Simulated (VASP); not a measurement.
# ZrB2 (P6/mmm) in VASP: density of states with PBE

Aim: the density of states of ZrB2 with PBE.

All numbers are computed with VASP 6.6.1; they aren't measurements. Logs are shortened: lines on timing, memory, paths and dates and some standing lists are left out, and cuts for length are marked.

## Step 1: The crystal as given

It takes space group P6/mmm (No. 191, hexagonal). The conventional cell has a = 3.185 Å, b = 3.185 Å, c = 3.501 Å, α = 90.00°, β = 90.00°, γ = 120.00°. Zr (site symmetry 6/mmm) is surrounded by 12 B at 2.54 Å. B (site symmetry -6m2) is surrounded by 3 B at 1.84 Å.

## Step 2: Density of states, PBE

POSCAR reads:

```
ZrB2                                    
1.0
    3.1851650669      0.0000000000      0.0000000000
   -1.5925825335      2.7584338632      0.0000000000
    0.0000000000      0.0000000000      3.5012842055
  Zr              B             
     1     2
Direct
     0.0000000000000000    0.0000000000000000    0.0000000000000000
     0.3333333300000021    0.6666666699999979    0.5000000000000000
     0.6666666699999979    0.3333333300000021    0.5000000000000000
```

INCAR.step1 reads:

```
SYSTEM = ZrB2
ALGO = Normal ; EDIFF = 1E-7
ENCUT = 520 ; GGA = PE
ISIF = 2 ; ISMEAR = 0
LASPH = .True. ; LCHARG = .True.
LMAXMIX = 4 ; LREAL = .False.
LWAVE = .False. ; NBANDS = 16
NELM = 60 ; PREC = Accurate
SIGMA = 0.1
```

KPOINTS.step1 reads:

```
k-points
0
Gamma
  3 3 2
  0 0 0
```

INCAR.step2 reads:

```
SYSTEM = ZrB2
ALGO = Normal ; EDIFF = 1E-7
ENCUT = 520 ; GGA = PE
ICHARG = 11 ; ISIF = 2
ISMEAR = 0 ; LASPH = .True.
LCHARG = .False. ; LMAXMIX = 4
LORBIT = 11 ; LREAL = .False.
LWAVE = .False. ; NBANDS = 16
NEDOS = 1001 ; NELM = 60
PREC = Accurate ; SIGMA = 0.1
```

KPOINTS.step2 reads:

```
k-points
0
Gamma
  5 5 3
  0 0 0
```

Potentials or basis: VASP PAW PBE potentials, release 64 (Zr_sv, B).

On the command line:

```console
cat potpaw_PBE.64/Zr_sv/POTCAR potpaw_PBE.64/B/POTCAR > POTCAR
cp INCAR.step1 INCAR
cp KPOINTS.step1 KPOINTS
mpirun -np 1 vasp_std > vasp.out
cp INCAR.step2 INCAR
cp KPOINTS.step2 KPOINTS
mpirun -np 1 vasp_std > vasp.out
```

OUTCAR:

```text
SYSTEM = ZrB2
   EDIFF = 1E-7
   ENCUT = 520
   GGA = PE
   ICHARG = 11
   ISIF = 2
   ISMEAR = 0
   LASPH = .True.
   LORBIT = 11
   LREAL = .False.
   NELM = 60
   PREC = Accurate

 ion  position               nearest neighbor table
   1  0.000  0.000  0.000-   2 2.54   3 2.54   2 2.54   3 2.54   3 2.54   3 2.54   2 2.54   2 2.54
                             3 2.54   3 2.54   2 2.54   2 2.54
   2  0.333  0.667  0.500-   3 1.84   3 1.84   3 1.84   1 2.54   1 2.54   1 2.54   1 2.54   1 2.54
                             1 2.54
   3  0.667  0.333  0.500-   2 1.84   2 1.84   2 1.84   1 2.54   1 2.54   1 2.54   1 2.54   1 2.54
                             1 2.54

  LATTYP: Found a hexagonal cell.
 ALAT       =     3.1851650669
 C/A-ratio  =     1.0992473332

  Lattice vectors:

 A1 = (   3.1851650669,   0.0000000000,   0.0000000000)
 A2 = (  -1.5925825335,   2.7584338632,   0.0000000000)
 A3 = (   0.0000000000,   0.0000000000,   3.5012842055)

Analysis of symmetry for initial positions (statically):
=====================================================================
 Subroutine PRICEL returns:
 Original cell was already a primitive cell.

 Routine SETGRP: Setting up the symmetry group for a
 hexagonal supercell.

 Subroutine GETGRP returns: Found 24 space group operations
 (whereof 24 operations were pure point group operations)
 out of a pool of 24 trial point group operations.

The static configuration has the point symmetry D_6h.

Analysis of symmetry for dynamics (positions and initial velocities):
=====================================================================
 Subroutine PRICEL returns:
 Original cell was already a primitive cell.

 Routine SETGRP: Setting up the symmetry group for a
 hexagonal supercell.

 Subroutine GETGRP returns: Found 24 space group operations
 (whereof 24 operations were pure point group operations)
 out of a pool of 24 trial point group operations.

The dynamic configuration has the point symmetry D_6h.

 Subroutine INISYM returns: Found 24 space group operations
 (whereof 24 operations are pure point group operations),
 and found     1 'primitive' translations

----------------------------------------------------------------------------------------

                                     Primitive cell

  volume of cell :      30.7625

  direct lattice vectors                    reciprocal lattice vectors
     3.185165067  0.000000000  0.000000000     0.313955471  0.181262276  0.000000000
    -1.592582533  2.758433863  0.000000000     0.000000000  0.362524552  0.000000000
     0.000000000  0.000000000  3.501284206     0.000000000  0.000000000  0.285609491

  length of vectors
     3.185165067  3.185165067  3.501284206     0.362524552  0.362524552  0.285609491

  position of ions in fractional coordinates (direct lattice)
     0.000000000  0.000000000  0.000000000
     0.333333330  0.666666670  0.500000000
     0.666666670  0.333333330  0.500000000

  ion indices of the primitive-cell ions
   primitive index   ion index
                 1           1
                 2           2
                 3           3

----------------------------------------------------------------------------------------

 KPOINTS: k-points

Automatic generation of k-mesh.
 Grid dimensions read from file:
 generate k-points for:    5    5    3

 Generating k-lattice:

  Cartesian coordinates                     Fractional coordinates (reciprocal lattice)
     0.062791094  0.036252455  0.000000000     0.200000000  0.000000000  0.000000000
     0.000000000  0.072504910  0.000000000     0.000000000  0.200000000  0.000000000
     0.000000000  0.000000000  0.095203164     0.000000000  0.000000000  0.333333333

  Length of vectors
     0.072504910  0.072504910  0.095203164

  Shift w.r.t. Gamma in fractional coordinates (k-lattice)
     0.000000000  0.000000000  0.000000000

 Subroutine IBZKPT returns following result:
 ===========================================

 Found     10 irreducible k-points:

 Following reciprocal coordinates:
            Coordinates               Weight
  0.000000  0.000000  0.000000      1.000000
  0.200000  0.000000  0.000000      6.000000
  0.400000  0.000000  0.000000      6.000000
  0.200000  0.200000  0.000000      6.000000
  0.400000  0.200000  0.000000      6.000000
  0.000000  0.000000  0.333333      2.000000
  0.200000  0.000000  0.333333     12.000000
  0.400000  0.000000  0.333333     12.000000
  0.200000  0.200000  0.333333     12.000000
  0.400000  0.200000  0.333333     12.000000
   k-points           NKPTS =     10   k-points in BZ     NKDIM =     10   number of bands    NBANDS=     16
   number of dos      NEDOS =   1001   number of ions     NIONS =      3
   total plane-waves  NPLWV =  16128
   dimension x,y,z NGX =    24 NGY =   24 NGZ =   28
   dimension x,y,z NGXF=    48 NGYF=   48 NGZF=   56
   ions per type =               1   2
   NGX,Y,Z   is equivalent  to a cutoff of  12.53, 12.53, 13.29 a.u.
   NGXF,Y,Z  is equivalent  to a cutoff of  25.05, 25.05, 26.59 a.u.
 SYSTEM =  ZrB2
   PREC   = accura    normal or accurate (medium, high low for compatibility)
   ISTART =      0    job   : 0-new  1-cont  2-samecut
   ICHARG =     11    charge: 1-file 2-atom 10-const
   ISPIN  =      1    spin polarized calculation?
   LNONCOLLINEAR =      F non collinear calculations
   LSORBIT =      F    spin-orbit coupling
   LASPH  =      T    aspherical Exc in radial PAW
   ENCUT  =  520.0 eV  38.22 Ry    6.18 a.u.   5.92  5.92  6.51*2*pi/ulx,y,z
   NELM   =     60;   NELMIN=  2; NELMDL=  0     # of ELM steps
   EDIFF  = 0.1E-06   stopping-criterion for ELM
   LREAL  =      F    real-space projection
   EDIFFG = 0.1E-05   stopping-criterion for IOM
   NSW    =      0    number of steps for IOM
   IBRION =     -1    ionic relax: 0-MD 1-quasi-New 2-CG
   NFREE  =      0    steps in history (QN), initial steepest desc. (CG)
   ISIF   =      2    stress and relaxation
   ISYM   =      2    0-nonsym 1-usesym 2-fastsym
   POTIM  = 0.5000    time-step for ionic-motion
   TEBEG  =    0.0;   TEEND  =   0.0 temperature during run
   PSTRESS=    0.0 pullay stress
   NELECT =      18.0000    total number of electrons
   NUPDOWN=      -1.0000    fix difference up-down
   EMIN   =  10.00;   EMAX   =-10.00  energy-range for DOS
   EFERMI =   0.00;   METHOD = LEGACY
   ISMEAR =     0;   SIGMA  =   0.10  broadening in eV -4-tet -1-fermi 0-gaus
   EFERMI_NEDOS =   21; number of points for ismear=-14 and -15
   IALGO  =     38    algorithm
   IMIX   =      4    mixing-type and parameters
     AMIX     =   0.40;   BMIX     =  1.00
     AMIX_MAG =   1.60;   BMIX_MAG =  1.00
  volume/ion in A,a.u.               =      10.25        69.20
  Fermi-wavevector in a.u.,A,eV,Ry     =   1.369278  2.587561 25.509874  1.874923
  Thomas-Fermi vector in A             =   2.495168
   LORBIT       =     11    0 simple, 1 ext, 2 COOP (PROOUT), +10 PAW based schemes
   GGA     = PE    functional components
   LHFCALC =     F    Hartree Fock is set to
   AEXX    =    0.0000 exact exchange contribution
   IVDW    =     0    specifies the selected vdW correction
   LEPSILON=     F    determine dielectric tensor
   LRPA    =     F    only Hartree local field effects (RPA)
 non-spin polarized calculation
 Gauss-broadening in eV      SIGMA  =   0.10
  energy-cutoff  :      520.00
  volume of cell :       30.76
 maximum number of plane-waves:       840
 NGX is ok and might be reduce to    24

 number of electron      18.0000000 magnetization

 Free energy of the ion-electron system (eV)
  ---------------------------------------------------
  ext. energy  EPLUGINS =         0.00000000
  ---------------------------------------------------
  free energy    TOTEN  =       -24.95527851 eV

  energy without entropy =      -24.95116480  energy(sigma->0) =      -24.95322166

 E-fermi :  10.2339     XC(G=0): -12.4370

 val. band max:        9.8939276612   @ k =   0.2000   0.2000   0.0000
 cond. band min:      10.2643238432   @ k =   0.4000   0.2000   0.0000
 fundamental gap:      0.3703961820
 Fermi energy:        10.2338669726

 k-point     1 :       0.0000    0.0000    0.0000
  band No.  band energies     occupation
      1     -38.2425      2.00000
      2     -16.3435      2.00000
      3     -15.9220      2.00000
      4     -15.9220      2.00000
      5      -2.0721      2.00000
      6       7.8575      2.00000
[... 8 lines left out ...]
     15      15.7306      0.00000
     16      15.7306      0.00000

 k-point     2 :       0.2000    0.0000    0.0000
  band No.  band energies     occupation
      1     -38.2047      2.00000
      2     -16.2870      2.00000
      3     -16.2487      2.00000
      4     -15.9941      2.00000
      5      -1.3048      2.00000
      6       6.0681      2.00000
[... 8 lines left out ...]
     15      17.3051      0.00000
     16      17.9903      0.00000

 k-point     3 :       0.4000    0.0000    0.0000
  band No.  band energies     occupation
      1     -38.1427      2.00000
      2     -16.7421      2.00000
      3     -16.1940      2.00000
      4     -16.1082      2.00000
      5       0.6327      2.00000
      6       3.2703      2.00000
[... 8 lines left out ...]
     15      19.4593      0.00000
     16      19.7506      0.00000
[... 96 lines left out ...]
 k-point     9 :       0.2000    0.2000    0.3333
  band No.  band energies     occupation
      1     -38.1399      2.00000
      2     -16.5293      2.00000
      3     -16.4543      2.00000
      4     -16.1449      2.00000
      5       0.4611      2.00000
      6       4.4793      2.00000
[... 8 lines left out ...]
     15      18.5604      0.00000
     16      20.2012      0.00000

 k-point    10 :       0.4000    0.2000    0.3333
  band No.  band energies     occupation
      1     -38.1090      2.00000
      2     -16.6703      2.00000
      3     -16.3946      2.00000
      4     -16.2956      2.00000
      5       1.3981      2.00000
      6       2.7988      2.00000
[... 8 lines left out ...]
     15      19.0841      0.00000
     16      19.9356      0.00000

------------------------ aborting loop because EDIFF is reached ----------------------------------------

  FORCE on cell =-STRESS in cart. coord.  units (eV):
  Direction    XX          YY          ZZ          XY          YZ          ZX
  --------------------------------------------------------------------------------------
  -------------------------------------------------------------------------------------
  Total        0.1833633      0.1833633      1.9558551     -0.0000000     -0.0000000     -0.0000000
  in kB        9.5499510      9.5499510    101.8650919     -0.0000000     -0.0000000     -0.0000000
  external PRESSURE =      40.3216646 kB  Pullay stress =       0.0000000 kB

 VOLUME and BASIS-vectors are now :
 -----------------------------------------------------------------------------
  energy-cutoff  :      520.00
  volume of cell :       30.76
      direct lattice vectors                 reciprocal lattice vectors
     3.185165067  0.000000000  0.000000000     0.313955471  0.181262276  0.000000000
    -1.592582533  2.758433863  0.000000000     0.000000000  0.362524552  0.000000000
     0.000000000  0.000000000  3.501284206     0.000000000  0.000000000  0.285609491

 POSITION                                       TOTAL-FORCE (eV/Angst)
 -----------------------------------------------------------------------------------
      0.00000      0.00000      0.00000         0.000000      0.000000      0.000000
     -0.00000      1.83896      1.75064        -0.000000      0.000000      0.000000
      1.59258      0.91948      1.75064         0.000000      0.000000      0.000000
 -----------------------------------------------------------------------------------
    total drift:                                0.000000     -0.000000     -0.000000

  FREE ENERGIE OF THE ION-ELECTRON SYSTEM (eV)
  ---------------------------------------------------
  free  energy   TOTEN  =       -24.9552785123 eV

  energy  without entropy=      -24.9511648035  energy(sigma->0) =      -24.95322166

 total charge

# of ion       s       p       d       tot
------------------------------------------
    1        2.171   6.035   1.814  10.021
    2        0.657   1.213   0.000   1.871
    3        0.657   1.213   0.000   1.871
--------------------------------------------------
tot          3.486   8.461   1.814  13.762
```

Run time: 9.4 s. Hardware: 1 thread of AMD EPYC 7R13 (Zen 3), shared host; peak memory 0.11 GiB.

Results:

- Valence electrons inside the program's atomic spheres: Zr 10.02; B 1.87

Levels at points of the mesh, in eV from the Fermi level:
| k point | band 5 | band 6 | band 7 | band 8 | band 9 | band 10 | band 11 | band 12 | band 13 | band 14 |
| --- | --- | --- | --- | --- | --- | --- | --- | --- | --- | --- |
| (0.00, 0.00, 0.00) | -12.31 | -2.38 | -2.38 | -2.34 | -1.89 | 3.61 | 3.61 | 4.54 | 4.54 | 4.98 |

States per cell in windows of 1 eV (zero at the Fermi level; states under -8 eV left out):
| from (eV) | total | Zr1_d | B2_p | B3_p | B2_s | B3_s | Zr1_p |
| --- | --- | --- | --- | --- | --- | --- | --- |
| -8.0 | 0.65 | 0.04 | 0.06 | 0.06 | 0.10 | 0.10 | 0.02 |
| -7.0 | 0.45 | 0.04 | 0.05 | 0.05 | 0.05 | 0.05 | 0.01 |
| -6.0 | 0.95 | 0.11 | 0.13 | 0.13 | 0.07 | 0.07 | 0.02 |
| -5.0 | 0.96 | 0.12 | 0.18 | 0.18 | 0.02 | 0.02 | 0.02 |
| -4.0 | 1.64 | 0.30 | 0.28 | 0.28 | 0.02 | 0.02 | 0.05 |
| -3.0 | 2.17 | 0.52 | 0.34 | 0.34 | 0.00 | 0.00 | 0.07 |
| -2.0 | 0.63 | 0.24 | 0.06 | 0.06 | 0.00 | 0.00 | 0.01 |
| -1.0 | 0.66 | 0.32 | 0.05 | 0.05 | 0.00 | 0.00 | 0.00 |
| 0.0 | 0.34 | 0.16 | 0.03 | 0.03 | 0.00 | 0.00 | 0.00 |
| 1.0 | 0.95 | 0.54 | 0.06 | 0.06 | 0.01 | 0.01 | 0.00 |
| 2.0 | 1.28 | 0.60 | 0.10 | 0.10 | 0.02 | 0.02 | 0.01 |
| 3.0 | 0.95 | 0.57 | 0.06 | 0.06 | 0.01 | 0.01 | 0.01 |
| 4.0 | 2.44 | 1.57 | 0.13 | 0.13 | 0.04 | 0.04 | 0.02 |
| 5.0 | 1.00 | 0.60 | 0.06 | 0.06 | 0.03 | 0.03 | 0.01 |
| 6.0 | 2.20 | 0.91 | 0.19 | 0.19 | 0.09 | 0.09 | 0.03 |
| 7.0 | 1.60 | 0.46 | 0.19 | 0.19 | 0.11 | 0.11 | 0.02 |

Caveat: the k mesh is coarse (spacing up to 0.90 Å⁻¹), so the values aren't converged.
